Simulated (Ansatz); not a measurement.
# ZnS: the cost of one run

Method: DFT PBE, scalar-relativistic, plane waves, PAW, in Ansatz 0.2.0.

2 further runs of the same task are left out: 2 set aside as unsound or not needed.

## Step 1: The starting structure

The structure is cubic, space group F-43m (No. 216). Conventional cell: a = 5.443 Å, b = 5.443 Å, c = 5.443 Å, α = 90.00°, β = 90.00°, γ = 90.00°. Around Zn (site symmetry -43m) lie 4 S at 2.36 Å. S (site symmetry -43m) is surrounded by 4 Zn at 2.36 Å.

As a file:

```
CELL_PARAMETERS angstrom
0.00000 2.72170 2.72170
2.72170 0.00000 2.72170
2.72170 2.72170 0.00000
ATOMIC_POSITIONS crystal
Zn 0.00000 0.00000 0.00000
S 0.75000 0.75000 0.75000
```

It is the result of an earlier relaxation at this level (volume 20.16 Å³/atom; gap on the mesh: 2.02 eV).

## Step 2: The cell under 6 GPa

What is minimised here is the enthalpy; the energy can go up as the cell is squeezed.

input.yaml

```yaml
crystal:
  lattice:
    - [0.0, 2.7216977295, 2.7216977295]
    - [2.7216977295, 0.0, 2.7216977295]
    - [2.7216977295, 2.7216977295, 0.0]
  atoms:
    - { symbol: Zn, position: [0.0, 0.0, 0.0] }
    - { symbol: S, position: [0.75, 0.75, 0.75] }
basis:
  ecutwfc: 420
kpoints:
  mp_grid: { grid: [10, 10, 10] }
hamiltonian:
  xc: pbe
scf:
  occupations: { method: fixed }
output:
  forces: true
  stress: true
  eigenvalues: true
  write_density: true
  write_potential: true
  elf: true
  volumetric_format: npy
relax:
  adjacent_minimum: "off"
  f_tol: 0.001
  max_steps: 60
  cell: { stress_tol: 0.02, p_target: 6.0 }
```

Started as:

```console
ansatz run input.yaml --threads 1 --pin off --max-ram 3072MiB --backend cpu --events-out ev --progress --plain --runs-dir out
```

What time and memory should one allow on 1 thread of Intel Xeon Platinum 8259CL at 2.50GHz (Skylake/Cascade Lake), shared host?

About 24 s, with a peak of 0.4 GiB.
